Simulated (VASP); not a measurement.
Consider the following.

```
CELL_PARAMETERS angstrom
      0.00000     3.01000     3.01000
      3.01000     0.00000     3.01000
      3.01000     3.01000     0.00000
ATOMIC_POSITIONS crystal
  Li 0.00000 0.00000 0.00000
  I  0.50000 0.50000 0.50000
```

All values below come from PBE GGA, VASP's PBE PAW potentials (set 64) (plane waves; VASP). Numerical set-up: 600 eV cut-off, 8×8×8 Γ-centred mesh, Gaussian smearing of 0.050 eV, potentials Li_sv I.

Energy and stress use the plane-wave basis of the starting cell.

Question: The ions, cell shape and volume at an external pressure of 1.0 GPa are relaxed. Which structure does the run end with?

Answer: 
```
CELL_PARAMETERS angstrom
      0.00000     2.96335     2.96335
      2.96335     0.00000     2.96335
      2.96335     2.96335     0.00000
ATOMIC_POSITIONS crystal
  Li 0.00000 0.00000 0.00000
  I  0.50000 0.50000 0.50000
```
Space group Fm-3m (225), at a tolerance of 0.03 Å.

Question: How do energy and volume change from the first to the last step?

Answer: The energy (σ→0) changes by +3.5 meV/atom and the volume by -4.6 %, in 3 ionic steps.

The compound is LiI in the rock salt structure. This run relaxes it under an external pressure of 1 GPa. Symmetry was kept, so distortions that lower it aren't found.
